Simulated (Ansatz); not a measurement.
# SrO: band gap under strain

How does strain move the band edges of rocksalt SrO, and do the functionals agree on it? States: no strain; -1.5 % shear in the xy plane; +5.0 % strain along [111] alone.

The runs shown are made with Ansatz 0.2.0. PAW datasets, plane waves. (Simulation; spin polarisation is off.)

## (1) The cell

The unstrained cell was relaxed with r2SCAN; in each strained cell the atoms were relaxed again with r2SCAN. Names of k-points are those of the unstrained zone, where strain can split equivalent points. First state: no strain.

It is cubic, Fm-3m (No. 225); conventional cell a = 5.160 Å, 17.17 Å³ an atom. Sr has 6 O at 2.58 Å; O has 6 Sr at 2.58 Å.

As a file:

Space group Fm-3m (No. 225). a = 5.160 Å, b = 5.160 Å, c = 5.160 Å, α = 90.00°, β = 90.00°, γ = 90.00°
```tsv
atom	site	symmetry	x	y	z
Sr	4a	m-3m	0.0000	0.0000	0.0000
O	4b	m-3m	0.5000	0.0000	0.0000
```

## (2) No strain: PBE

Contents of input.yaml:

```yaml
crystal:
  lattice:
    - [0.0, 2.5798923271, 2.5798923271]
    - [2.5798923271, 0.0, 2.5798923271]
    - [2.5798923271, 2.5798923271, 0.0]
  atoms:
    - { symbol: Sr, position: [0.0, 0.0, 0.0] }
    - { symbol: O, position: [0.5, 0.5, 0.5] }
kpoints:
  mp_grid: { grid: [8, 8, 8] }
  band_path:
    path:
      - [0.0, 0.0, 0.0]
      - [0.5, 0.0, 0.5]
      - [0.625, 0.25, 0.625]
      - [0.375, 0.375, 0.75]
      - [0.5, 0.5, 0.5]
      - [0.5, 0.25, 0.75]
      - [0.0, 0.5, 0.5]
    npoints: 1
hamiltonian:
  xc: pbe
scf:
  occupations: { method: fermi_dirac, width: 0.02 }
  n_extra_bands: 4
output:
  forces: true
  stress: true
  eigenvalues: true
  write_density: true
  write_potential: true
  elf: true
  volumetric_format: npy
```

Started as:

```
$ ansatz run input.yaml --threads 4 --pin off --max-ram 4608MiB --backend cpu --events-out ev --progress --plain --runs-dir out
```

Further steps of the session: No strain: r2SCAN; No strain: HSE06; -1.5 % shear in the xy plane: PBE; -1.5 % shear in the xy plane: r2SCAN; -1.5 % shear in the xy plane: HSE06; +5.0 % strain along [111] alone: PBE; +5.0 % strain along [111] alone: r2SCAN; +5.0 % strain along [111] alone: HSE06.

Q: Predict the outcome of this session.

As calculated:

Least gap in eV (negative: overlap), with the change from the unstrained cell in brackets:

```
                          state  volume change (%)           PBE        r2SCAN         HSE06
                      no strain               +0.0          3.32          3.80          4.79
   -1.5 % shear in the xy plane               -0.0  3.30 (-0.02)  3.78 (-0.02)  4.78 (-0.01)
+5.0 % strain along [111] alone               +5.0  3.27 (-0.05)  3.75 (-0.05)  4.73 (-0.06)
```

In words: The largest move of the HSE06 gap in the table is -0.060 eV, under +5.0 % strain along [111] alone. PBE and HSE06 differ by 1.48 eV on the unstrained gap, and by at most 0.02 eV on its change: the two disagree on the size of the gap but agree on its response to strain.
